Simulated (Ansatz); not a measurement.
## S, alpha-S8 (Fddd): geometry optimisation

Method: Ansatz, DFT, revPBE, plane waves (420 eV) with PAW, scalar-relativistic. (PAW data from PBE, frozen cores regenerated.)

k-point mesh 3×3×3, Fermi-Dirac smearing 0.05 eV, no spin polarisation. Cell and atoms relax.

Starting structure:

```
S
1.0
     0.00000    6.43300   12.24300
     5.23250    0.00000   12.24300
     5.23250    6.43300    0.00000
S
32
Direct
  0.36490 0.48210 0.47970
  0.67330 0.47970 0.48210
  0.47970 0.67330 0.36490
  0.48210 0.36490 0.67330
  0.57670 0.77030 0.76790
  0.77030 0.57670 0.88510
  0.76790 0.88510 0.57670
  0.88510 0.76790 0.77030
  0.23450 0.36290 0.45530
  0.94730 0.45530 0.36290
  0.45530 0.94730 0.23450
  0.36290 0.23450 0.94730
  0.30270 0.79470 0.88710
  0.79470 0.30270 0.01550
  0.88710 0.01550 0.30270
  0.01550 0.88710 0.79470
  0.43460 0.30740 0.35640
  0.90160 0.35640 0.30740
  0.35640 0.90160 0.43460
  0.30740 0.43460 0.90160
  0.34840 0.89360 0.94260
  0.89360 0.34840 0.81540
  0.94260 0.81540 0.34840
  0.81540 0.94260 0.89360
  0.87510 0.63290 0.18950
  0.63290 0.87510 0.30250
  0.18950 0.30250 0.87510
  0.30250 0.18950 0.63290
  0.61710 0.37490 0.94750
  0.06050 0.94750 0.37490
  0.94750 0.06050 0.61710
  0.37490 0.61710 0.06050
```

What cell does the relaxation end in?

Fddd with a = 13.693 Å, b = 16.451 Å, c = 28.964 Å; 50.97 Å³ per atom against 25.76 at the start (97.9 %).

How much energy does the relaxation gain?

105.3 meV per atom.

Path of the relaxation (the plane waves are chosen anew near the end, which can shift the energy a little):

```tsv
step	E − E(final) (meV/atom)	V (Å³/atom)	P (GPa)	max force (eV/Å)
0	105.32	25.757	4.29	0.368
1	58.19	29.636	1.19	0.257
2	31.00	33.487	0.91	0.087
3	20.98	37.488	0.56	0.143
4	19.87	39.578	-0.19	0.126
5	19.13	39.726	0.05	0.049
6	18.90	39.771	0.00	0.005
7	10.28	39.771	0.26	0.011
8	6.03	42.623	0.17	0.024
9	3.38	46.894	0.06	0.127
10	1.68	49.450	0.02	0.026
11	1.62	51.827	-0.03	0.013
12	1.55	51.150	0.01	0.008
13	1.53	50.961	-0.02	0.011
14	1.51	50.973	-0.01	0.008
15	0.00	50.973	0.03	0.011
```
